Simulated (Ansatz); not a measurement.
## Convergence of CuO with the occupation rule

Computed with DFT PBEsol, scalar-relativistic, plane waves, PAW in Ansatz.

```yaml
crystal:
  lattice:
    - [2.34465, -1.71340, 0.00000]
    - [2.34465, 1.71340, 0.00000]
    - [-0.86055, 0.00000, 5.05944]
  atoms:
    - { symbol: Cu, position: [0.00320, 0.49680, 0.00000] }
    - { symbol: Cu, position: [0.49680, 0.00320, 0.50000] }
    - { symbol: O, position: [0.57140, 0.40560, 0.25370] }
    - { symbol: O, position: [0.40560, 0.57140, 0.75370] }
```

```json
{
 "plane-wave cutoff": "420 eV",
 "Γ-centred k-mesh": "16×16×8",
 "spin treatment": "unpolarised"
}
```

The atoms stay fixed while the occupation rule is varied. ΔE is the energy extrapolated to zero smearing, less that of the reference run (16×16×8 Γ-centred mesh, Gaussian smearing 0.1 eV). The cell isn't necessarily relaxed at this level. Pressure is positive in compression.

```
rule, width (eV)  ΔE (meV/atom)  ΔF, free energy (meV/atom) P (GPa) largest change of a force component (eV/Å)
    Gaussian 0.1           0.00                        0.00    -2.71                                       0.000
   Gaussian 0.01           0.02                        1.42    -2.71                                       0.002
   Gaussian 0.05           0.04                        1.08    -2.72                                       0.001
    Gaussian 0.2          -0.10                       -4.09    -2.67                                       0.002
    Gaussian 0.5           0.09                       -33.1    -2.34                                       0.023
Fermi–Dirac 0.01           0.03                        1.34    -2.72                                       0.001
Fermi–Dirac 0.02           0.03                        1.06    -2.72                                       0.001
Fermi–Dirac 0.05          -0.03                       -0.88    -2.70                                       0.000
 Fermi–Dirac 0.5          -5.45                        -215     0.68                                       0.194
       cold 0.01           0.02                        1.43    -2.71                                       0.002
       cold 0.02           0.03                        1.43    -2.72                                       0.002
       cold 0.05           0.02                        1.44    -2.72                                       0.001
     tetrahedron          -0.01                        1.40    -2.72                                       0.009
```